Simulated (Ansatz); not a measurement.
# BAs: short molecular dynamics of a 16-atom cell, part 1 of 2

Aim: follow the atoms of BAs (F-43m) in time, from their lattice sites. Runs: PBE, 40 steps of 2 fs under a Langevin thermostat at 200 K; r2SCAN, 30 steps of 3 fs under a Langevin thermostat and barostat at 100 K. The cell is a 2×2×2 supercell of the structure relaxed with r2SCAN.

All numbers below are computed with Ansatz 0.2.0 (DFT, plane waves, PAW, no spin polarisation).

## 1. The starting structure

The cell holds 16 atoms (As8B8): a = 6.765 Å, b = 6.765 Å, c = 6.765 Å, α = 60.00°, β = 60.00°, γ = 60.00°.

Coordinates:

```xyz
16
Lattice="0.0000 4.7837 4.7837 4.7837 0.0000 4.7837 4.7837 4.7837 0.0000" Properties=species:S:1:pos:R:3 pbc="T T T"
B     0.0000    0.0000    0.0000
As    1.1959    1.1959    1.1959
B     2.3919    2.3919    0.0000
As    3.5878    3.5878    1.1959
B     2.3919    0.0000    2.3919
As    3.5878    1.1959    3.5878
B     4.7837    2.3919    2.3919
As    5.9797    3.5878    3.5878
B     0.0000    2.3919    2.3919
As    1.1959    3.5878    3.5878
B     2.3919    4.7837    2.3919
As    3.5878    5.9797    3.5878
B     2.3919    2.3919    4.7837
As    3.5878    3.5878    5.9797
B     4.7837    4.7837    4.7837
As    5.9797    5.9797    5.9797
```

## 2. Run 1: PBE

File input.yaml:

```yaml
crystal:
  lattice:
    - [0.0, 4.7837397954, 4.7837397954]
    - [4.7837397954, 0.0, 4.7837397954]
    - [4.7837397954, 4.7837397954, 0.0]
  atoms:
    - { symbol: B, position: [0.0, 0.0, 0.0] }
    - { symbol: As, position: [0.125, 0.125, 0.125] }
    - { symbol: B, position: [0.0, 0.0, 0.5] }
    - { symbol: As, position: [0.125, 0.125, 0.625] }
    - { symbol: B, position: [0.0, 0.5, 0.0] }
    - { symbol: As, position: [0.125, 0.625, 0.125] }
    - { symbol: B, position: [0.0, 0.5, 0.5] }
    - { symbol: As, position: [0.125, 0.625, 0.625] }
    - { symbol: B, position: [0.5, 0.0, 0.0] }
    - { symbol: As, position: [0.625, 0.125, 0.125] }
    - { symbol: B, position: [0.5, 0.0, 0.5] }
    - { symbol: As, position: [0.625, 0.125, 0.625] }
    - { symbol: B, position: [0.5, 0.5, 0.0] }
    - { symbol: As, position: [0.625, 0.625, 0.125] }
    - { symbol: B, position: [0.5, 0.5, 0.5] }
    - { symbol: As, position: [0.625, 0.625, 0.625] }
kpoints:
  mp_grid: { grid: [2, 2, 2] }
hamiltonian:
  xc: pbe
scf:
  occupations: { method: fermi_dirac, width: 0.02 }
md:
  ensemble: nvt_langevin
  temperature: 200
  timestep: 2.0
  n_steps: 40
  initial_velocities: maxwell_boltzmann
  seed: 729
```

Launch:

```
$ ansatz run input.yaml --threads 4 --pin off --max-ram 3686MiB --backend cpu --events-out ev --progress --plain --runs-dir out
```

What it wrote (excerpt; [...] marks lines left out):

```text
Warning: md: disabling space-group detection — thermal motion breaks the input geometry's symmetry, so no spatial operation reduces the k-mesh or symmetrises the density; time reversal is kept, so that k and −k are solved as one point where they differ and the mesh holds both, and exact [...]
Warning: RAYON_NUM_THREADS=4 ignored (pool sized by the plan → 4); use --threads N
[...]
Pseudopotentials: kind: paw
Pseudopotential: B, paw, valence charge 3, recommended cutoff 420 eV (normal), B.paw.azcp
Pseudopotential: As, paw, valence charge 15, recommended cutoff 420 eV (normal), As.paw.azcp
Functional definition: PBE
[...]
Crystal: 16 atoms, lattice volume = 218.944 Å³
Basis set: ecut = 420 eV, 4279 PW (Γ), exchange–correlation on 96×96×96 points (8 copies of the dense FFT grid, shifted against one another)
Bands: 88, of which v1, the nominal top of the filled ones, is band 72 counted from 1 (71 counted from 0)
Symmetry: 1 space group operations
k-points: 8
[...]
SCF iter   1: F=—  HF=-40095.398074 eV  |F-HF|=—  |Δ(HF+E_count)|=         —  Δρ=2.42e-3  dr2=1.57e-2  ethr=1.77e-3  ⟨swp⟩=6.1  Hψ=2449  notcnv=0
[...]
md step     0: t =     0.00 fs  T =   187.5 K  F+E_penalty+E_count = -40095.39409042 eV  E_kin = 0.387780 eV  (7 SCF iters)
[...]
md step    10: t =    20.00 fs  T =   145.7 K  F+E_penalty+E_count = -40095.15326545 eV  E_kin = 0.301300 eV  (7 SCF iters)
[...]
md step    20: t =    40.00 fs  T =    91.8 K  F+E_penalty+E_count = -40094.96669776 eV  E_kin = 0.189893 eV  (7 SCF iters)
[...]
md step    30: t =    60.00 fs  T =   124.6 K  F+E_penalty+E_count = -40095.03260927 eV  E_kin = 0.257633 eV  (7 SCF iters)
[...]
md step    39: t =    78.00 fs  T =   167.2 K  F+E_penalty+E_count = -40095.06574849 eV  E_kin = 0.345800 eV  (5 SCF iters)
[...]
md step    40: t =    80.00 fs  T =   164.4 K  F+E_penalty+E_count = -40095.04283548 eV  E_kin = 0.339957 eV  (7 SCF iters)
SCF converged after 7 iterations
Free energy (F): -40095.042835 eV
[...]
E sigma→0 (E₀):  -40095.042835 eV
Fermi energy:    11.850999 eV
[...]
--- Forces (eV/Å), atoms counted from 1 ---
  atom   1  B     -0.74874789     0.13703398     0.47720414
  atom   2  As     0.07537347     0.56201422     0.03407153
  atom   3  B      0.07219361     0.53903376    -1.23311922
  atom   4  As    -0.16116086     0.31952150    -0.44070578
  atom   5  B     -0.11510375    -0.02090322     0.04608767
  atom   6  As     0.32309696    -0.53863352    -0.58984060
  atom   7  B      0.27626593     0.31071165     0.99755934
  atom   8  As     0.60632466    -0.88848578     0.31319537
[...]
--- MD trajectory: 40 steps, t = 0.0 → 80.0 fs ---
  final state: T = 164.4 K   F+E_penalty+E_count = -40095.04283548 eV   E_kin = 0.339957 eV
```

Run time: 2.2 min. Hardware: 4 threads of Arm Neoverse N1, shared host; peak memory 0.85 GiB.

## 3. The trajectory

The trajectory, every 3 steps (energies from step 0); msd is the mean square displacement from the start, the centre of mass held:

| time (fs) | T (K) | potential energy change (meV/atom) | msd B (Å²) | msd As (Å²) |
| --- | --- | --- | --- | --- |
| 0.0 | 188 | 0.0 | 0.000 | 0.000 |
| 6.0 | 146 | 7.5 | 0.002 | 0.000 |
| 12.0 | 79 | 18.8 | 0.004 | 0.001 |
| 18.0 | 121 | 17.2 | 0.003 | 0.001 |
| 24.0 | 167 | 12.6 | 0.002 | 0.002 |
| 30.0 | 129 | 18.1 | 0.003 | 0.003 |
| 36.0 | 86 | 26.5 | 0.005 | 0.003 |
| 42.0 | 103 | 24.7 | 0.005 | 0.004 |
| 48.0 | 164 | 18.1 | 0.005 | 0.004 |
| 54.0 | 132 | 19.9 | 0.005 | 0.004 |
| 60.0 | 125 | 22.6 | 0.006 | 0.004 |
| 66.0 | 152 | 19.8 | 0.005 | 0.004 |
| 72.0 | 172 | 17.3 | 0.004 | 0.004 |
| 78.0 | 167 | 20.5 | 0.005 | 0.004 |
| 80.0 | 164 | 22.0 | 0.005 | 0.004 |

time (fs), T (K) and a bar:
```
      0.0        188 #############################
      4.0        171 #########################
      6.0        146 ##################
     10.0         90 ####
     14.0         90 ####
     18.0        121 ############
     20.0        146 ##################
     24.0        167 ########################
     28.0        154 ####################
     32.0        120 ############
     34.0         95 #####
     38.0         76 
     42.0        103 #######
     46.0        150 ###################
     48.0        164 #######################
     52.0        139 #################
     56.0        122 ############
     60.0        125 #############
     62.0        119 ###########
     66.0        152 ####################
     70.0        167 ########################
     74.0        186 #############################
     76.0        190 ##############################
     80.0        164 #######################
```

Pair distribution over the second half of the run:

| r (Å) | g B–As |
| --- | --- |
| 0.68 | 0.00 |
| 0.84 | 0.00 |
| 1.00 | 0.00 |
| 1.16 | 0.00 |
| 1.32 | 0.00 |
| 1.48 | 0.00 |
| 1.64 | 0.00 |
| 1.80 | 0.00 |
| 1.96 | 3.75 |
| 2.12 | 8.87 |
| 2.28 | 0.04 |
| 2.44 | 0.00 |
| 2.60 | 0.00 |

First peaks of g(r) (not always the tallest), and, where a minimum follows, the mean number of second-named atoms round a first-named one up to the next minimum:

| pair | peak (Å) | height | minimum (Å) | neighbours |
| --- | --- | --- | --- | --- |
| B–As | 2.04 | 9.9 | 2.36 | 4.0 |

## 4. Snapshots as a file

Positions (Å) and forces (eV/Å):

```xyz
16
Lattice="0.000 4.784 4.784 4.784 0.000 4.784 4.784 4.784 0.000" Properties=species:S:1:pos:R:3:forces:R:3 pbc="T T T" time_fs=14.0 T=90 dE=0.3139
B    -0.039    0.002    0.069    0.702    0.027   -1.104
As    1.209    1.195    1.194    0.117   -0.387    0.523
B     2.364    2.406   -0.026    0.215   -0.260    0.562
As    3.595    3.560    1.173   -0.381    0.351    1.030
B     2.426   -0.032    2.450   -0.214    0.288   -0.685
As    3.581    1.192    3.623    0.169    0.357   -0.006
B     4.814    2.416    2.397   -0.532   -0.680   -0.040
As    5.973    3.581    3.602   -0.154    0.607   -0.371
B     0.012    2.421    2.359    0.227   -0.610    0.462
As    1.184    3.598    3.564    0.163    0.256    0.934
B     2.439    4.805    2.446   -0.632   -0.446   -1.046
As    3.576    6.018    3.595    0.379    0.172   -0.453
B     2.351    2.379    4.824    0.546    0.449   -0.709
As    3.611    3.558    5.996   -0.617    0.936   -0.734
B     4.761    4.824    4.723    0.291   -0.524    1.175
As    5.988    5.987    5.978   -0.278   -0.534    0.462
16
Lattice="0.000 4.784 4.784 4.784 0.000 4.784 4.784 4.784 0.000" Properties=species:S:1:pos:R:3:forces:R:3 pbc="T T T" time_fs=26.0 T=175 dE=0.2125
B     0.024    0.013    0.021   -0.259   -0.328   -0.105
As    1.234    1.191    1.193    0.012   -0.492    0.609
B     2.366    2.383   -0.006    0.171    0.492    0.076
As    3.606    3.541    1.167   -0.221    0.708    0.780
B     2.434   -0.021    2.423   -0.362   -0.047   -0.035
As    3.577    1.192    3.647    0.114   -0.049   -0.489
B     4.753    2.347    2.406    0.446    0.367    0.082
As    5.965    3.579    3.608   -0.478    0.323   -0.399
B     0.058    2.384    2.406   -0.420    0.035   -0.348
As    1.182    3.614    3.563    0.831    0.073    0.651
B     2.418    4.791    2.411    0.026    0.089   -0.621
As    3.574    6.059    3.588    0.365   -1.418   -0.069
B     2.399    2.421    4.794   -0.361   -0.052    0.062
As    3.621    3.556    6.004   -0.230    0.557   -0.155
B     4.733    4.792    4.787    0.672    0.293    0.084
As    5.993    5.998    5.991   -0.305   -0.551   -0.123
16
Lattice="0.000 4.784 4.784 4.784 0.000 4.784 4.784 4.784 0.000" Properties=species:S:1:pos:R:3:forces:R:3 pbc="T T T" time_fs=40.0 T=92 dE=0.4274
B     0.077   -0.037   -0.022   -1.051    0.639    0.985
As    1.260    1.171    1.207   -0.211   -0.235   -0.202
B     2.393    2.409    0.013   -0.273    0.128   -0.273
As    3.617    3.533    1.182    0.291    0.679    0.386
B     2.433   -0.007    2.389   -0.131   -0.361    0.773
As    3.588    1.198    3.662   -0.024   -0.543   -0.540
B     4.766    2.309    2.430    0.180    0.941    0.056
As    5.951    3.579    3.607    0.014    0.479   -0.047
B     0.075    2.325    2.422   -0.307    1.053   -0.474
As    1.197    3.637    3.570    1.260   -0.800   -0.563
B     2.423    4.801    2.333    0.138    0.052    0.605
As    3.572    6.078    3.571    0.352   -2.060    0.560
B     2.426    2.466    4.785   -0.684   -0.542    0.281
As    3.631    3.562    6.008    0.096    0.251    0.283
B     4.771    4.798    4.862    0.024    0.316   -1.164
As    5.982    5.998    6.007    0.325    0.002   -0.666
16
Lattice="0.000 4.784 4.784 4.784 0.000 4.784 4.784 4.784 0.000" Properties=species:S:1:pos:R:3:forces:R:3 pbc="T T T" time_fs=54.0 T=132 dE=0.3189
B     0.002   -0.016    0.063    0.663    0.096   -0.653
As    1.269    1.147    1.210   -0.405    0.549    0.149
B     2.387    2.444   -0.029    0.013   -0.726    0.641
As    3.630    3.539    1.190   -0.407    0.592    0.661
B     2.413   -0.021    2.479    0.370   -0.076   -0.543
As    3.603    1.203    3.662   -0.449   -0.046    0.220
B     4.796    2.379    2.482   -0.284   -0.327   -0.894
As    5.944    3.585    3.614    0.220    1.026    0.339
B     0.043    2.390    2.370    0.637   -0.029    0.408
As    1.240    3.645    3.570   -0.253   -0.117   -0.008
B     2.450    4.848    2.346   -0.180   -0.737    0.349
As    3.578    6.061    3.569    0.590   -0.552   -0.011
B     2.396    2.476    4.808    0.036   -0.710    0.110
As    3.643    3.571    6.027   -0.481    1.099   -0.475
B     4.789    4.874    4.797   -0.513   -0.855   -0.017
As    5.975    5.993    6.006    0.444    0.813   -0.277
16
Lattice="0.000 4.784 4.784 4.784 0.000 4.784 4.784 4.784 0.000" Properties=species:S:1:pos:R:3:forces:R:3 pbc="T T T" time_fs=66.0 T=152 dE=0.3173
B     0.018    0.021    0.043    0.439   -0.677   -0.433
As    1.255    1.131    1.215   -0.151    0.941    0.445
B     2.369    2.402   -0.012    0.261   -0.244    0.492
As    3.634    3.546    1.194   -0.593    0.669    0.087
B     2.424   -0.022    2.501    0.238    0.063   -0.724
As    3.611    1.216    3.668   -0.231   -0.221   -0.258
B     4.786    2.399    2.442    0.030   -0.297   -0.282
As    5.944    3.597    3.618    0.253    0.302    0.107
B     0.060    2.440    2.364    0.473   -0.632    0.490
As    1.268    3.644    3.565   -0.392   -0.458    0.633
B     2.463    4.824    2.389   -0.342   -0.280   -0.505
As    3.591    6.042    3.569    0.160    0.459   -0.462
B     2.401    2.384    4.827    0.147    0.900    0.009
As    3.644    3.596    6.033   -0.730    0.596   -0.891
B     4.748    4.871    4.717    0.406   -0.769    1.417
As    5.977    6.007    5.998    0.031   -0.351   -0.125
16
Lattice="0.000 4.784 4.784 4.784 0.000 4.784 4.784 4.784 0.000" Properties=species:S:1:pos:R:3:forces:R:3 pbc="T T T" time_fs=80.0 T=164 dE=0.3513
B     0.098   -0.027   -0.025   -0.749    0.137    0.477
As    1.232    1.123    1.250    0.075    0.562    0.034
B     2.385    2.342    0.093    0.072    0.539   -1.233
As    3.625    3.564    1.189   -0.161    0.320   -0.441
B     2.436   -0.006    2.475   -0.115   -0.021    0.046
As    3.618    1.223    3.665    0.323   -0.539   -0.590
B     4.770    2.387    2.370    0.276    0.311    0.998
As    5.948    3.609    3.619    0.606   -0.888    0.313
B     0.104    2.418    2.421   -0.582   -0.059   -0.349
As    1.302    3.629    3.562   -0.150   -0.867    0.595
B     2.443    4.773    2.364    0.261    1.020   -0.182
As    3.618    6.034    3.565   -0.209   -0.511    0.637
B     2.425    2.375    4.845    0.145    1.055   -0.226
As    3.630    3.628    6.027   -0.111   -0.766    0.233
B     4.762    4.776    4.803    0.278    0.994   -0.275
As    5.980    6.031    5.991    0.040   -1.286   -0.038
```

## 5. Run 2: r2SCAN

input.yaml, as its differences from that of step 2:

```diff
@@ -25,3 +25,3 @@
 hamiltonian:
-  xc: pbe
+  xc: r2scan
 scf:
@@ -29,7 +29,7 @@
 md:
-  ensemble: nvt_langevin
-  temperature: 200
-  timestep: 2.0
-  n_steps: 40
+  ensemble: npt_langevin
+  temperature: 100
+  timestep: 3.0
+  n_steps: 30
   initial_velocities: maxwell_boltzmann
-  seed: 729
+  seed: 4474
```

Launch:

```
$ ansatz run input.yaml --threads 4 --pin off --max-ram 3686MiB --backend cpu --events-out ev --progress --plain --runs-dir out
```

What it wrote (excerpt; [...] marks lines left out):

```text
Warning: md: disabling space-group detection — thermal motion breaks the input geometry's symmetry, so no spatial operation reduces the k-mesh or symmetrises the density; time reversal is kept, so that k and −k are solved as one point where they differ and the mesh holds both, and exact [...]
Warning: RAYON_NUM_THREADS=4 ignored (pool sized by the plan → 4); use --threads N
[...]
[... 1 set-up line as earlier in the session ...]
Pseudopotential: B, paw, valence charge 3, recommended cutoff 500 eV (meta_gga), B.paw.azcp
Pseudopotential: As, paw, valence charge 15, recommended cutoff 500 eV (meta_gga), As.paw.azcp
Functional definition: r2SCAN
[...]
Crystal: 16 atoms, lattice volume = 218.944 Å³
Basis set: ecut = 500 eV (smoothed over ±3.0 %; plane waves to 520.2 eV, density to 2080.8 eV), 5961 PW (Γ), exchange–correlation on 216×216×216 points (64 copies of the dense FFT grid, shifted against one another)
Bands: 88, of which v1, the nominal top of the filled ones, is band 72 counted from 1 (71 counted from 0)
[... 1 set-up line as earlier in the session ...]
k-points: 8
[...]
SCF iter   1: F=—  HF=-40169.076287 eV  |F-HF|=—  |Δ(HF+E_count)|=         —  Δρ=6.46e-3  dr2=8.98e-2  dr2_τ=8.15e-1  ethr=1.77e-3  ⟨swp⟩=5.9  Hψ=2527  notcnv=0  defer=2
[...]
md step     0: t =     0.00 fs  T =    93.8 K  F+E_penalty+E_count = -40169.29609350 eV  E_kin = 0.193890 eV  conserved = -40169.14864072 eV  P_inst = 0.7120 GPa  V = 218.9438 Å³  selection 1  (8 SCF iters)
[...]
md step     1: t =     3.00 fs  T =    89.9 K  F+E_penalty+E_count = -40169.28092119 eV  E_kin = 0.185942 eV  conserved = -40169.14836649 eV  P_inst = 0.7004 GPa  V = 218.9821 Å³  selection 1  (7 SCF iters)
[...]
SCF iter   6: F=-40169.245213 eV  HF=-40169.245213 eV  |F-HF|=5.08e-9  |Δ(HF+E_count)|=   1.56e-7  Δρ=2.43e-6  dr2=1.51e-8  dr2_τ=4.62e-10  ethr=1.11e-11  ⟨swp⟩=3.1  Hψ=2750  notcnv=0
[...]
```

## 6. The output, continued: npt_langevin at 100 K

The log, continued (excerpt; [...] marks lines left out):

```text
md step     2: t =     6.00 fs  T =    65.7 K  F+E_penalty+E_count = -40169.24521290 eV  E_kin = 0.135825 eV  conserved = -40169.14669937 eV  P_inst = 0.6501 GPa  V = 219.0829 Å³  selection 1  (6 SCF iters)
[...]
md step     9: t =    27.00 fs  T =    55.1 K  F+E_penalty+E_count = -40169.17799398 eV  E_kin = 0.113918 eV  conserved = -40169.14755778 eV  P_inst = 0.0910 GPa  V = 219.9719 Å³  selection 1  (5 SCF iters)
[...]
md step    16: t =    48.00 fs  T =    75.3 K  F+E_penalty+E_count = -40169.18625610 eV  E_kin = 0.155820 eV  conserved = -40169.14786707 eV  P_inst = 0.1105 GPa  V = 219.9758 Å³  selection 1  (5 SCF iters)
[...]
md step    23: t =    69.00 fs  T =    62.6 K  F+E_penalty+E_count = -40169.16673312 eV  E_kin = 0.129495 eV  conserved = -40169.14739074 eV  P_inst = 0.4734 GPa  V = 219.3846 Å³  selection 1  (5 SCF iters)
[...]
  atom   4  As    -0.46588259     0.90983259     0.28756769
  atom   5  B     -0.32187847     0.39273284    -0.14601843
  atom   6  As     0.68438569    -0.07596896     0.31176869
  atom   7  B     -0.02032677    -0.91453555    -0.23436271
  atom   8  As    -0.06008355    -0.30995018     0.32133860
[...]
--- Stress (GPa, compression-positive) ---
        0.490582       0.357478      -0.121893
        0.357478       0.383229      -0.108712
       -0.121893      -0.108712       0.440636
  P = ⅓ Tr σ = 0.4381 GPa (4.381 kbar)
--- MD trajectory: 30 steps, t = 0.0 → 90.0 fs ---
  final state: T = 55.5 K   F+E_penalty+E_count = -40169.12751524 eV   E_kin = 0.114849 eV
  conserved energy: peak-to-peak 3.099e-3 eV (1.937e-4 eV/atom) over 90.0 fs
  cell: V = 219.3413 Å³ at the end; means of 31 rows, the approach among them: V = 219.5825 Å³, P_inst = 0.3477 GPa
  mean static stress (GPa): xx 0.3032  yy 0.2682  zz 0.2905  yz -0.0000  xz -0.0391  xy 0.0010
  the result is of one more SCF, on plane waves selected at the last cell: its energy does not rank with the rows'
```

Wall time 6.7 min (4 threads of Arm Neoverse N1, shared host); peak memory 1.6 GiB.

## 7. What the atoms did

The trajectory, every 2 steps (energies from step 0); msd is the mean square displacement from the start, the centre of mass held:

| time (fs) | T (K) | potential energy change (meV/atom) | conserved energy change (meV/atom) | volume (Å³/atom) | pressure (GPa) | msd B (Å²) | msd As (Å²) |
| --- | --- | --- | --- | --- | --- | --- | --- |
| 0.0 | 94 | 0.0 | 0.00 | 13.68 | 0.7 | 0.000 | 0.000 |
| 6.0 | 66 | 3.2 | 0.12 | 13.69 | 0.7 | 0.001 | 0.000 |
| 12.0 | 48 | 6.3 | 0.19 | 13.71 | 0.5 | 0.001 | 0.000 |
| 18.0 | 48 | 6.6 | 0.12 | 13.72 | 0.3 | 0.001 | 0.001 |
| 24.0 | 49 | 6.9 | 0.08 | 13.74 | 0.2 | 0.001 | 0.001 |
| 30.0 | 50 | 8.1 | 0.12 | 13.76 | 0.0 | 0.001 | 0.001 |
| 36.0 | 50 | 8.9 | 0.14 | 13.76 | 0.0 | 0.002 | 0.001 |
| 42.0 | 67 | 8.3 | 0.09 | 13.76 | 0.0 | 0.001 | 0.001 |
| 48.0 | 75 | 6.9 | 0.05 | 13.75 | 0.1 | 0.001 | 0.001 |
| 54.0 | 78 | 6.9 | 0.04 | 13.74 | 0.2 | 0.001 | 0.001 |
| 60.0 | 58 | 8.7 | 0.12 | 13.72 | 0.4 | 0.002 | 0.002 |
| 66.0 | 52 | 8.6 | 0.13 | 13.71 | 0.4 | 0.002 | 0.002 |
| 72.0 | 62 | 7.8 | 0.08 | 13.71 | 0.5 | 0.002 | 0.002 |
| 78.0 | 69 | 8.7 | 0.04 | 13.70 | 0.5 | 0.002 | 0.002 |
| 84.0 | 50 | 11.7 | 0.15 | 13.70 | 0.6 | 0.003 | 0.002 |
| 90.0 | 56 | 10.5 | 0.11 | 13.71 | 0.5 | 0.003 | 0.002 |

time (fs), T (K) and a bar:
```
      0.0         94 ##############################
      3.0         90 ############################
      9.0         44 
     12.0         48 ##
     15.0         51 ####
     21.0         45 #
     24.0         49 ###
     27.0         55 #######
     30.0         50 ####
     36.0         50 ###
     39.0         55 ######
     42.0         67 ##############
     48.0         75 ###################
     51.0         79 #####################
     54.0         78 ####################
     60.0         58 #########
     63.0         48 ##
     66.0         52 #####
     69.0         63 ###########
     75.0         72 #################
     78.0         69 ###############
     81.0         62 ###########
     87.0         48 ###
     90.0         56 #######
```

Pair distribution over the second half of the run:

| r (Å) | g B–As |
| --- | --- |
| 0.68 | 0.00 |
| 0.84 | 0.00 |
| 1.00 | 0.00 |
| 1.16 | 0.00 |
| 1.32 | 0.00 |
| 1.48 | 0.00 |
| 1.64 | 0.00 |
| 1.80 | 0.00 |
| 1.96 | 4.12 |
| 2.12 | 8.63 |
| 2.28 | 0.00 |
| 2.44 | 0.00 |
| 2.60 | 0.00 |

First peaks of g(r) (not always the tallest), and, where a minimum follows, the mean number of second-named atoms round a first-named one up to the next minimum:

| pair | peak (Å) | height | minimum (Å) | neighbours |
| --- | --- | --- | --- | --- |
| B–As | 2.04 | 10.5 | 2.28 | 4.0 |

(Continued in part 2 of 2.)
